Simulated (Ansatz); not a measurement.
**HfO2: levels and charges under dearer methods**

A database entry relaxed whole under r2SCAN at zero pressure (Fm-3m, No. 225):

```xyz
3
Lattice="0.0000 2.5294 2.5294 2.5294 0.0000 2.5294 2.5294 2.5294 0.0000" Properties=species:S:1:pos:R:3 pbc="T T T"
Hf    0.0000    0.0000    0.0000
O     1.2647    1.2647    1.2647
O     3.7941    3.7941    3.7941
```

Its volume is 10.79 Å³ an atom, -3.3 % against the entry's 11.15, which is old or was flagged in a check.

Single points on this cell with plane-wave PAW DFT (Ansatz 0.2.0; r2SCAN 500 eV, hybrids 420 eV; fermi-dirac occupations of width 0.020 eV; no moments): r2SCAN on a 10×10×10 Γ-centred mesh; r2SCAN with spin-orbit coupling on a 10×10×10 Γ-centred mesh; HSE06 on a 8×8×8 Γ-centred mesh; PBE0 on a 8×8×8 Γ-centred mesh.

**Question.** What does each level give for gap and charges?

**Answer.** The runs give:

```csv
level,"gap (eV), or kind",pressure (GPa),Bader charge of Hf (e),Bader charge of O (e)
r2SCAN,4.30,0.0,+2.77,-1.39
r2SCAN with spin-orbit coupling,4.31,-0.2,+2.77,-1.39
HSE06,5.41,-0.3,+2.82,-1.41
PBE0,6.16,-0.2,+2.82,-1.41
```

Under r2SCAN the gap is 4.30 eV, over mesh and band path. HSE06 moves it by +1.11 eV and PBE0 by +1.86 eV; PBE0 keeps its exact exchange at long range, which widens the gap over HSE06's by 0.75 eV on their common mesh. Spin-orbit coupling moves the r2SCAN gap by +0.01 eV. The charge on Hf goes from +2.77 to +2.82 e under HSE06.

Caveats: the relaxation kept the start's symmetry; HSE06 is read on its mesh and at the zone's corners, PBE0 on its mesh alone; hybrid pressures are good to a few tenths of a GPa; pressure is positive in compression.
